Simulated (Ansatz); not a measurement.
# InSe (R3m) in Ansatz: notebook

Aim: see how the results for InSe move with the level of theory and the settings. Levels: rPW86-PBE, PBE. Tasks: band structure.

Program: Ansatz 0.2.0. These are calculated values, not measurements. Logs are shortened: lines on timing, memory, paths and dates and some standing lists are left out, and cuts for length are marked.

**Measured values to compare with.**

From “The Interaction of Hydrogen with the van der Waals Crystal γ-InSe”, 2020, pmc:7321205, for a bulk crystal of InSe at 300 K: band gap 1.25 eV.

How close the calculation comes is told below.

### 1 The crystal as given

The structure is trigonal, space group R3m (No. 160). Conventional cell: a = 4.000 Å, b = 4.000 Å, c = 25.320 Å, α = 90.00°, β = 90.00°, γ = 120.00°. In (site symmetry 3m) has 3 Se at 2.63 Å and 1 In at 2.82 Å as nearest neighbours. In (site symmetry 3m) has 3 Se at 2.64 Å and 1 In at 2.82 Å as nearest neighbours. Se (site symmetry 3m) has 3 In at 2.63 Å as nearest neighbours. Se (site symmetry 3m) has 3 In at 2.64 Å as nearest neighbours.

### 2 Band structure, rPW86-PBE

input.yaml reads:

```yaml
crystal:
  lattice:
    - [2.0, 1.1547005384, 8.44]
    - [-2.0, 1.1547005384, 8.44]
    - [0.0, -2.3094010768, 8.44]
  atoms:
    - { symbol: In, position: [0.8886, 0.8886, 0.8886] }
    - { symbol: In, position: [0.0, 0.0, 0.0] }
    - { symbol: Se, position: [0.1719, 0.1719, 0.1719] }
    - { symbol: Se, position: [0.3835, 0.3835, 0.3835] }
hamiltonian:
  xc: { exchange: rpw86, correlation: pbe }
  pseudopotentials: { kind: paw }
kpoints:
  mp_grid: { grid: [8, 8, 8] }
  band_path:
    path:
      - [[0.0, 0.0, 0.0], [0.5, 0.0, 0.0], [0.5, 0.1791451724, -0.1791451724]]
      - [[0.8208548276, 0.5, 0.1791451724], [0.5, 0.5, 0.5], [0.0, 0.0, 0.0], [0.3395725862, 0.0, -0.3395725862]]
      - [[0.6604274138, 0.3395725862, 0.0], [0.5, 0.5, 0.0], [0.6604274138, 0.6604274138, 0.1791451724], [0.5, 0.5, 0.5]]
      - [[0.5, 0.0, 0.0], [0.8208548276, 0.3395725862, 0.3395725862]]
    npoints: 14
scf:
  occupations: { method: fermi_dirac, width: 0.05 }
  n_extra_bands: 10
output:
  forces: true
  stress: true
  eigenvalues: true
  fatbands: true
  write_density: true
  write_potential: true
  elf: true
  volumetric_format: npy
```

Potentials or basis: Ansatz PAW.

Command:

```
$ ansatz run input.yaml --threads 2 --pin off --max-ram 5120MiB --backend cpu --events-out ev --progress --plain --runs-dir out
```

Log:

```text
Warning: RAYON_NUM_THREADS=2 ignored (pool sized by the plan → 2); use --threads N
basis.fft_grid_basis auto: the FFT boxes are laid along the combinations [[1, -1, 0], [0, 1, 0], [0, -1, 1]] of the cell's own vectors, 4.000, 8.750 and 4.000 Å long. The dense box has 27×60×27 points. Along the cell's own vectors, as sized, it would have 60×60×60, 4.94 times as many. Of the 6 symmetry operations that the crystal satisfies within crystal.symmetry.tolerance (time reversal apart; of a slab, those that keep its plane) the dense box along the cell's own vectors carries 6, and the one as laid loses 4 of those. basis.fft_grid_basis: typed keeps the cell's own vectors: state it where this run's energies or levels are differenced outside the engine with another run's, or held beside a run that keeps those vectors. Those combinations have planes normal to reciprocal vector 3, as the cell's own vectors have. Each planar average written beside output.write_density, output.write_potential has a row for each plane of the box: 27. The volumetric files lie along those combinations, not along the cell's own vectors: a cube or XSF file states them, and fields.json those of NumPy files.
scf.n_extra_bands = 10 over 29 filled bands (N_el = 58.0): the run solves 39 bands
Engine: ansatz 0.2.0, aarch64-unknown-linux-gnu
Pseudopotentials: kind: paw
Pseudopotential: In, paw, valence charge 13, recommended cutoff 420 eV (normal), In.paw.azcp
Pseudopotential: Se, paw, valence charge 16, recommended cutoff 420 eV (normal), Se.paw.azcp
Functional definition: unnamed
  exchange = rpw86_x
  correlation = pbe_c
Crystal: 4 atoms, lattice volume = 116.948 Å³
Basis set: ecut = 420 eV, 2309 PW (Γ), FFT grids on a1−a2, a2, −a2+a3, exchange–correlation on 54×120×54 points (8 copies of the dense FFT grid, shifted against one another)
Bands: 39, of which v1, the nominal top of the filled ones, is band 29 counted from 1 (28 counted from 0)
Symmetry: 6 space group operations
Space group: R3m (ITA 160), of the structure as read, at distance tolerance 4.9e-5 Å
k-points: 65 of 512 (time reversal used)
Non-local potential: In, projectors of the file, l = 0: 2, l = 1: 2, l = 2: 2, l = 3: 2
Non-local potential: Se, projectors of the file, l = 0: 2, l = 1: 2, l = 2: 3, l = 3: 1
PAW form: soft (Blöchl's): semilocal exchange-correlation on the pseudo side does not see the compensation charge
PAW frozen core: In, regenerated for the run's functional, and the local potential with it (the file was generated under x = pbe(κ = 0.804, μ = 0.2195149727645171), c = pbe(β = 0.06672455060314922))
PAW frozen core: Se, regenerated for the run's functional, and the local potential with it (the file was generated under x = pbe(κ = 0.804, μ = 0.2195149727645171), c = pbe(β = 0.06672455060314922))
PAW one-centre angular grid: In, 590 points (default); XC on 96 Gauss nodes
PAW one-centre angular grid: Se, 590 points (default); XC on 64 Gauss nodes
Initial density: superposition of atomic densities (neutral atoms: chi_scale 0, normalization atom), corrected by the library's trained network
Initial wavefunctions: pseudopotential atomic-orbital guess
Functional: x = rpw86, c = pbe(β = 0.06672455060314922)
SCF iter   1: F=—  HF=-22299.366986 eV  |F-HF|=—  |Δ(HF+E_count)|=         —  Δρ=3.28e-3  dr2=7.09e-3  ethr=1.77e-3  ⟨swp⟩=6.4  Hψ=10690  notcnv=0  defer=54
preconditioner: auto → Resta (q_TF=auto, 2.427 Å⁻¹)  ε∞=2.9  [insulator: Δε(μ)=0.344 eV  Ē_g=15.535 eV  σ=0.050 eV  W_gap=0.94  n_scr=30 (ndim 8)  ℏωp=21.2 eV  f_vac=0.086  D(μ)=0.01/eV (n_scr^D=0)  ε∞_Penn≈2.9]
SCF iter   2: F=—  HF=-22299.363342 eV  |F-HF|=—  |Δ(HF+E_count)|=   3.64e-3  Δρ=1.67e-3  dr2=1.84e-3  ethr=1.22e-5  ⟨swp⟩=2.0  Hψ=5259  notcnv=0  defer=247
SCF iter   3: F=—  HF=-22299.363212 eV  |F-HF|=—  |Δ(HF+E_count)|=   1.31e-4  Δρ=5.64e-4  dr2=3.65e-4  ethr=3.18e-6  ⟨swp⟩=2.7  Hψ=3270  notcnv=0  defer=247
SCF iter   4: F=—  HF=-22299.363201 eV  |F-HF|=—  |Δ(HF+E_count)|=   1.04e-5  Δρ=1.70e-4  dr2=4.95e-5  ethr=6.29e-7  ⟨swp⟩=2.2  Hψ=2755  notcnv=0  defer=247
SCF iter   5: F=—  HF=-22299.363157 eV  |F-HF|=—  |Δ(HF+E_count)|=   4.46e-5  Δρ=3.56e-5  dr2=1.64e-6  ethr=8.53e-8  ⟨swp⟩=2.0  Hψ=2627  notcnv=0  defer=247
SCF iter   6: F=—  HF=-22299.363158 eV  |F-HF|=—  |Δ(HF+E_count)|=   6.86e-7  Δρ=1.11e-5  dr2=1.69e-7  ethr=2.83e-9  ⟨swp⟩=2.0  Hψ=4130  notcnv=0  defer=247
SCF iter   7: F=-22299.363158 eV  HF=-22299.363158 eV  |F-HF|=5.24e-9  |Δ(HF+E_count)|=   9.15e-8  Δρ=2.89e-6  dr2=1.31e-8  ethr=1.72e-10  ⟨swp⟩=13.3  Hψ=17454  notcnv=0
SCF 1 converged in 7 iterations: F = -22299.363158 eV  dr2 = 1.31e-8
NSCF: frozen V_eff on 130 k-points
SCF converged after 7 iterations
Free energy (F): -22299.363158 eV
Harris-Foulkes:  -22299.363158 eV  (|F-HF|=5.24e-9)
Internal energy: -22299.363077 eV  (E = F + TS)
E sigma→0 (E₀):  -22299.363117 eV
Entropy (-TS):   -0.000081 eV (-0.020 meV/atom)
Fermi energy:    7.536060 eV
--- Per-component energies (eV) ---
  E_band       = -905.702435
  E_kinetic    = 725.243648
  E_local      = -7903.195150  (includes V_loc(G=0)·N_el)
  E_nonlocal   = -469.967024
  E_hartree    = 3652.999777
  E_xc         = -646.635897
  E_vxc        = -395.923907  (∫ρ·V_xc dr)
  E_paw        = -12291.586054  (= ΣΔE_a)
  E_vpaw       = -167.864704  (= ΣTr[D̂ρ^β])
  E_aug_tail   = -0.001182  (compensation charges beyond the density's cutoff)
  E_ewald      = -5364.203816
  E_core_change = -2.017378  (= ΣΔE_core)
  E_smearing   = -0.000081  (= −TS)
  E_closure    = 0.000000  (closes the sum)
  Σ components = -22299.363158   (vs F -22299.363158, Δ=0.00e0)
--- Forces (eV/Å), atoms counted from 1 ---
  atom   1  In     0.00000000    -0.00000000     0.45751660
  atom   2  In     0.00000000     0.00000000    -0.44631186
  atom   3  Se     0.00000000     0.00000000    -0.50353240
  atom   4  Se     0.00000000    -0.00000000     0.49232689
  max |Σ_I F_I| component: 7.75e-7 eV/Å
--- Stress (GPa, compression-positive) ---
        5.767575       0.000000       0.000000
        0.000000       5.767575      -0.000000
        0.000000      -0.000000       3.741434
  P = ⅓ Tr σ = 5.0922 GPa (50.922 kbar)
--- Band table (eV; the first three rows and the last of 65) ---
  k-point 0: bands = ["-39.9611", "-39.9611", "-39.9534", "-39.9534", "-39.9318", "-39.9318", "-39.9258", "-39.9258", "-39.9212", "-39.9157", "-7.4294", "-7.2574", "-7.2574", "-7.1844", "-7.1844", "-7.1640", "-7.1640", "-6.9974", "-6.9962", "-6.9962", "-6.2484", "-5.8473", "1.0286", "3.8831", "5.8065", "6.0660", "6.0660", "6.1603", "6.1603", "9.0033", "9.4363", "11.7194", "11.7194", "12.5209", "12.8376", "12.8376", "14.9158", "16.0711", "16.5719"]
  k-point 1: bands = ["-39.9611", "-39.9611", "-39.9534", "-39.9534", "-39.9318", "-39.9318", "-39.9259", "-39.9258", "-39.9211", "-39.9157", "-7.4359", "-7.3143", "-7.2542", "-7.2539", "-7.1732", "-7.1681", "-7.1569", "-7.0321", "-6.9976", "-6.9368", "-6.0711", "-5.7009", "1.1394", "3.6146", "5.0579", "5.6821", "5.8696", "5.9959", "6.2378", "9.3312", "10.1149", "11.0335", "11.8673", "12.1886", "12.8896", "13.1766", "14.5546", "15.8658", "16.4097"]
  k-point 2: bands = ["-39.9611", "-39.9610", "-39.9534", "-39.9533", "-39.9319", "-39.9318", "-39.9259", "-39.9258", "-39.9211", "-39.9156", "-7.4952", "-7.3772", "-7.3630", "-7.2496", "-7.1782", "-7.1460", "-7.1353", "-7.0485", "-7.0005", "-6.8854", "-5.6543", "-5.3467", "1.3324", "2.8557", "3.8896", "5.3288", "5.4782", "5.6171", "6.3380", "9.3378", "9.5126", "11.4100", "11.5893", "12.0787", "13.7185", "13.8406", "14.0867", "15.2600", "15.8341"]
  k-point 64: bands = ["-39.9611", "-39.9611", "-39.9534", "-39.9534", "-39.9318", "-39.9318", "-39.9258", "-39.9258", "-39.9212", "-39.9157", "-7.4290", "-7.2576", "-7.2576", "-7.1843", "-7.1843", "-7.1640", "-7.1640", "-7.0074", "-6.9961", "-6.9961", "-6.1044", "-5.9972", "1.3711", "2.9981", "5.9972", "5.9972", "6.2357", "6.2357", "7.3555", "7.6925", "9.5075", "11.6364", "11.6364", "12.9631", "12.9631", "13.0126", "15.4534", "16.0249", "16.2209"]
```

Wall time 35 s (2 threads of Arm Neoverse V2, shared host); peak memory 0.64 GiB.

Results:

```yaml
Free_energy: -22299.3632 eV
Pressure: 5.1 GPa
Largest_force: 0.504 eV/Å
Band_gap_on_the_k_mesh: 0.34 eV, direct
Band_gap_along_the_path: 0.34 eV, direct
```

Forces in eV/Å, atoms in the order of the input:
```
In   0.000  0.000  0.458
In   0.000  0.000 -0.446
Se   0.000  0.000 -0.504
Se   0.000  0.000  0.492
```

Levels at the corners of the path, in eV from the valence-band top:
```
point  band 25  band 26  band 27  band 28  band 29  band 30  band 31  band 32  band 33  band 34
    Γ    -1.55    -1.29    -1.29    -1.20    -1.20     1.65     2.08     4.36     4.36     5.17
    L    -3.46    -2.38    -2.32    -2.22    -1.68     1.19     1.93     3.63     4.00     4.77
   B1    -3.97    -3.64    -2.51    -2.24    -1.76     1.73     2.38     3.38     4.39     5.69
    B    -3.97    -3.64    -2.51    -2.24    -1.76     1.73     2.38     3.38     4.39     5.69
    Z    -1.36    -1.36    -1.12    -1.12     0.00     0.34     2.15     4.28     4.28     5.61
    Γ    -1.55    -1.29    -1.29    -1.20    -1.20     1.65     2.08     4.36     4.36     5.17
    X    -3.97    -3.66    -2.55    -2.22    -1.73     1.79     2.28     3.40     4.36     5.71
    Q    -3.97    -3.66    -2.55    -2.22    -1.73     1.79     2.28     3.40     4.36     5.71
    F    -3.22    -2.65    -2.48    -2.03    -1.51     1.12     1.97     3.30     3.64     4.36
   P1    -3.25    -2.58    -2.45    -2.06    -1.64     1.35     1.80     3.37     3.80     4.45
    Z    -1.36    -1.36    -1.12    -1.12     0.00     0.34     2.15     4.28     4.28     5.61
    L    -3.46    -2.38    -2.32    -2.22    -1.68     1.19     1.93     3.63     4.00     4.77
    P    -3.25    -2.58    -2.45    -2.06    -1.64     1.35     1.80     3.37     3.80     4.45
```

Caveat: spin-orbit coupling is left out, which moves the levels of the heavy elements; the PAW data sets come from PBE, with cores solved anew for the run's functional, which leaves a small shift of forces and pressure.

### 3 Band structure, PBE

input.yaml: that of step 2 with these lines changed.

```diff
@@ -11,4 +11,4 @@
 hamiltonian:
-  xc: { exchange: rpw86, correlation: pbe }
-  pseudopotentials: { kind: paw }
+  xc: pbe
+  pseudopotentials: { kind: paw, core: small }
 kpoints:
@@ -29,6 +29,2 @@
   eigenvalues: true
-  fatbands: true
-  write_density: true
-  write_potential: true
-  elf: true
-  volumetric_format: npy
+  fatbands: false
```

Potentials or basis: Ansatz PAW.

Command:

```
$ ansatz run input.yaml --threads 2 --pin off --max-ram 5120MiB --backend cpu --events-out ev --progress --plain --runs-dir out
```

It took 24 s on 2 threads of Arm Neoverse V2, shared host; peak memory 0.55 GiB.

The run converged. Its results:

| Property | Result |
| --- | --- |
| Free energy | -22135.8667 eV |
| Pressure | 2.7 GPa |
| Largest force | 0.365 eV/Å |
| Band gap on the k mesh | 0.44 eV, direct |
| Band gap along the path | 0.44 eV, direct |

Forces on the atoms (eV/Å):
```
In   0.000  0.000  0.365
In   0.000  0.000 -0.349
Se   0.000  0.000 -0.258
Se   0.000  0.000  0.242
```

Stress tensor (GPa, compression positive):
```
3.15 0.00 0.00
0.00 3.15 0.00
0.00 0.00 1.95
```

Levels at the corners of the path, in eV from the valence-band top:
| point | band 26 | band 27 | band 28 | band 29 | band 30 | band 31 | band 32 | band 33 |
| --- | --- | --- | --- | --- | --- | --- | --- | --- |
| Γ | -1.30 | -1.30 | -1.21 | -1.21 | 1.70 | 2.11 | 4.40 | 4.40 |
| L | -2.38 | -2.34 | -2.24 | -1.67 | 1.22 | 1.97 | 3.64 | 3.99 |
| B1 | -3.67 | -2.53 | -2.24 | -1.74 | 1.74 | 2.45 | 3.39 | 4.41 |
| B | -3.67 | -2.53 | -2.24 | -1.74 | 1.74 | 2.45 | 3.39 | 4.41 |
| Z | -1.37 | -1.14 | -1.14 | 0.00 | 0.44 | 2.17 | 4.32 | 4.32 |
| Γ | -1.30 | -1.30 | -1.21 | -1.21 | 1.70 | 2.11 | 4.40 | 4.40 |
| X | -3.68 | -2.56 | -2.22 | -1.71 | 1.79 | 2.36 | 3.42 | 4.38 |
| Q | -3.68 | -2.56 | -2.22 | -1.71 | 1.79 | 2.36 | 3.42 | 4.38 |
| F | -2.65 | -2.50 | -2.05 | -1.50 | 1.19 | 1.98 | 3.30 | 3.62 |
| P1 | -2.58 | -2.47 | -2.08 | -1.63 | 1.41 | 1.81 | 3.37 | 3.78 |
| Z | -1.37 | -1.14 | -1.14 | 0.00 | 0.44 | 2.17 | 4.32 | 4.32 |
| L | -2.38 | -2.34 | -2.24 | -1.67 | 1.22 | 1.97 | 3.64 | 3.99 |
| P | -2.58 | -2.47 | -2.08 | -1.63 | 1.41 | 1.81 | 3.37 | 3.78 |

Caveat: spin-orbit coupling is left out, which moves the levels of the heavy elements.

### 4 Band structure, PBE

input.yaml: that of step 3 with these lines changed.

```diff
@@ -12,3 +12,3 @@
   xc: pbe
-  pseudopotentials: { kind: paw, core: small }
+  pseudopotentials: { kind: nc, source: spms }
 kpoints:
```

Potentials or basis: SPMS NC.

Command:

```
$ ansatz run input.yaml --threads 2 --pin off --max-ram 5120MiB --backend cpu --events-out ev --progress --plain --runs-dir out
```

Wall time 53 s (2 threads of Arm Neoverse V2, shared host); peak memory 0.97 GiB.

It converged, with:

| Property | Result |
| --- | --- |
| Free energy | -9595.3790 eV |
| Pressure | 2.9 GPa |
| Largest force | 0.365 eV/Å |
| Band gap on the k mesh | 0.42 eV, direct |
| Band gap along the path | 0.42 eV, direct |

Forces on the atoms (eV/Å):
```
In   0.000  0.000  0.365
In   0.000  0.000 -0.350
Se   0.000  0.000 -0.279
Se   0.000  0.000  0.263
```

Stress tensor (GPa, compression positive):
```
3.35 0.00 0.00
0.00 3.35 0.00
0.00 0.00 2.08
```

Levels at the corners of the path, in eV from the valence-band top:
| point | band 25 | band 26 | band 27 | band 28 | band 29 | band 30 | band 31 | band 32 | band 33 | band 34 |
| --- | --- | --- | --- | --- | --- | --- | --- | --- | --- | --- |
| Γ | -1.51 | -1.30 | -1.30 | -1.21 | -1.21 | 1.69 | 2.09 | 4.40 | 4.40 | 5.19 |
| L | -3.45 | -2.38 | -2.34 | -2.23 | -1.67 | 1.21 | 1.96 | 3.64 | 3.97 | 4.80 |
| B1 | -3.99 | -3.67 | -2.52 | -2.24 | -1.74 | 1.73 | 2.44 | 3.38 | 4.41 | 5.71 |
| B | -3.99 | -3.67 | -2.52 | -2.24 | -1.74 | 1.73 | 2.44 | 3.38 | 4.41 | 5.71 |
| Z | -1.37 | -1.37 | -1.14 | -1.14 | 0.00 | 0.42 | 2.16 | 4.32 | 4.32 | 5.62 |
| Γ | -1.51 | -1.30 | -1.30 | -1.21 | -1.21 | 1.69 | 2.09 | 4.40 | 4.40 | 5.19 |
| X | -4.00 | -3.68 | -2.56 | -2.21 | -1.72 | 1.78 | 2.35 | 3.41 | 4.38 | 5.73 |
| Q | -4.00 | -3.68 | -2.56 | -2.21 | -1.72 | 1.78 | 2.35 | 3.41 | 4.38 | 5.73 |
| F | -3.22 | -2.65 | -2.49 | -2.05 | -1.50 | 1.18 | 1.97 | 3.30 | 3.61 | 4.40 |
| P1 | -3.25 | -2.57 | -2.47 | -2.08 | -1.63 | 1.40 | 1.80 | 3.37 | 3.77 | 4.48 |
| Z | -1.37 | -1.37 | -1.14 | -1.14 | 0.00 | 0.42 | 2.16 | 4.32 | 4.32 | 5.62 |
| L | -3.45 | -2.38 | -2.34 | -2.23 | -1.67 | 1.21 | 1.96 | 3.64 | 3.97 | 4.80 |
| P | -3.25 | -2.57 | -2.47 | -2.08 | -1.63 | 1.40 | 1.80 | 3.37 | 3.77 | 4.48 |

Caveat: spin-orbit coupling is left out, which moves the levels of the heavy elements.

### 5 Summary

| level | potentials or basis | cutoff (eV) | gap on the mesh (eV) | pressure (GPa) | largest force (eV/Å) |
| --- | --- | --- | --- | --- | --- |
| rPW86-PBE | Ansatz PAW | 420 | 0.34 | 5.1 | 0.50 |
| PBE | Ansatz PAW | 420 | 0.44 | 2.7 | 0.36 |
| PBE | SPMS NC | 816 | 0.42 | 2.9 | 0.37 |

Alike in all rows: task band structure; no spin polarisation; cell as given; k mesh 8 × 8 × 8; smearing fermi-dirac 0.05 eV.

Caveats: spin-orbit coupling is left out, which moves the levels of the heavy elements; the PAW data sets come from PBE, with cores solved anew for the run's functional, which leaves a small shift of forces and pressure (some runs).

Absolute energies hang on the potentials; compare differences alone.

### 6 Against experiment

Step 2. Measured gap of InSe: 1.25 eV (300 K; “The Interaction of Hydrogen with the van der Waals Crystal γ-InSe”, 2020, pmc:7321205). This calculation gives 0.34 eV (-0.91 eV). Spin-orbit coupling on In, Se is left out. The value is that of rPW86-PBE, without temperature or zero-point motion.

Step 3. A measured gap of InSe is 1.25 eV (300 K; “The Interaction of Hydrogen with the van der Waals Crystal γ-InSe”, 2020, pmc:7321205); the calculated 0.44 eV misses it by -0.81 eV. Spin-orbit coupling on In, Se is left out. The value is that of PBE, without temperature or zero-point motion. Semilocal functionals fall short of measured gaps as a rule.

Step 4. Against the measured gap of InSe, 1.25 eV (300 K; “The Interaction of Hydrogen with the van der Waals Crystal γ-InSe”, 2020, pmc:7321205), the calculated 0.42 eV is off by -0.83 eV. Spin-orbit coupling on In, Se is left out. The value is that of PBE, without temperature or zero-point motion. Semilocal functionals fall short of measured gaps as a rule.
